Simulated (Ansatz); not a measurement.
CoO:

```
CELL_PARAMETERS angstrom
-1.50800 1.50800 2.10725
1.50800 -1.50800 2.10725
1.50800 1.50800 -2.10725
ATOMIC_POSITIONS crystal
Co 0.00000 0.00000 0.00000
O 0.50000 0.50000 0.00000
```

Base run:

| Quantity | Value |
| --- | --- |
| Program | Ansatz 0.2.0 |
| Functional | LDA |
| Potentials or basis | all-electron LAPW, scalar-relativistic |
| Cutoff | 368 eV |
| Density cutoff | 1474 eV |
| Basis error allowed | 0.001 eV/atom |
| k mesh | 12 × 12 × 12 |
| Occupations | fermi-dirac, width 0.05 eV |
| Spin | collinear spin, ferromagnetic start |
| Starting moments | [2.0, 0.0] μB |

Its results: pressure -17.9 GPa; net moment 2.85 μB per cell; site moments Co +2.49; O +0.33 μB.

Task: After a change of settings the same cell gave: pressure -9.2 GPa; net moment 2.94 μB per cell; site moments Co +2.59; O +0.34 μB. Which change was it?
A. functional from LDA to PBE
B. functional from LDA to PBEsol; potentials or basis from all-electron LAPW, scalar-relativistic to all-electron LAPW, non-relativistic
C. functional from LDA to PBEsol; potentials or basis from all-electron LAPW, scalar-relativistic to all-electron LAPW, inner shells corrected to Dirac's equation
D. functional from LDA to PBE; occupations from fermi-dirac, width 0.05 eV to gaussian, width 0.02 eV

Result: C.

Caveats: a cell with one magnetic atom can't hold antiferromagnetic order, which such compounds often take.

Not every run made on this cell is shown here.
